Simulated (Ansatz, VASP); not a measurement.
**Two plane-wave programs on SiC**

INCAR

```
SYSTEM = SiC
PREC = Accurate ; ENCUT = 520
EDIFF = 1E-6 ; ISMEAR = 0
SIGMA = 0.05 ; LREAL = .FALSE.
LASPH = .TRUE. ; NELM = 100
ALGO = Normal ; ISIF = 2
LWAVE = .FALSE. ; LCHARG = .FALSE.
GGA = PE ; NBANDS = 11
```

Contents of KPOINTS:

```
regular mesh
0
G
  12 12 12
  0 0 0
```

Contents of POSCAR:

```
SiC
1.0
    0.0000000000      2.2392200000      2.1740000000
    2.1740000000      0.0000000000      2.1740000000
    2.1740000000      2.2392200000      0.0000000000
Si C
1 1
Direct
    0.0000000000      0.0000000000      0.0000000000
    0.7500000000      0.7500000000      0.7500000000
```

Input for Ansatz:

```yaml
crystal:
  lattice:
    - [0.0, 2.23922, 2.174]
    - [2.174, 0.0, 2.174]
    - [2.174, 2.23922, 0.0]
  atoms:
    - { symbol: Si, position: [0.0, 0.0, 0.0] }
    - { symbol: C, position: [0.75, 0.75, 0.75] }
basis:
  ecutwfc: 420
kpoints:
  mp_grid: { grid: [12, 12, 12] }
hamiltonian:
  xc: pbe
scf:
  occupations: { method: gaussian, width: 0.05 }
output:
  forces: true
  stress: true
  eigenvalues: true
```

Change from the starting cell: strain +0.0300 x Voigt [0, 1, 0, 0, 0, 0], atoms carried along.

Alike in both runs: task single point; functional PBE; k mesh 12 × 12 × 12; occupations gaussian, width 0.05 eV; no spin polarisation.

|  | VASP | Ansatz |
| --- | --- | --- |
| version | VASP 6.6.1 | Ansatz 0.2.0 |
| potentials or method | VASP PAW PBE potentials, release 64 (Si, C) | scalar-relativistic, plane waves, PAW |
| plane-wave cutoff (eV) | 520 | 420 |
| valence electrons in the cell | 8 | 8 |

|  | VASP | Ansatz | Ansatz less VASP |
| --- | --- | --- | --- |
| gap on the k mesh at the Fermi level (eV) | 1.22 | 1.23 | +0.002 |
| least direct gap on the mesh (eV) | 4.49 | 4.49 | +0.003 |
| pressure (GPa) | -1.7 | -1.7 | +0.05 |
| largest component of the traceless stress (GPa) | 5.36 | 5.35 | -0.013 |

With one functional, cell and mesh, what is left measures potentials, basis and numerics.

A k mesh can miss the band edges.
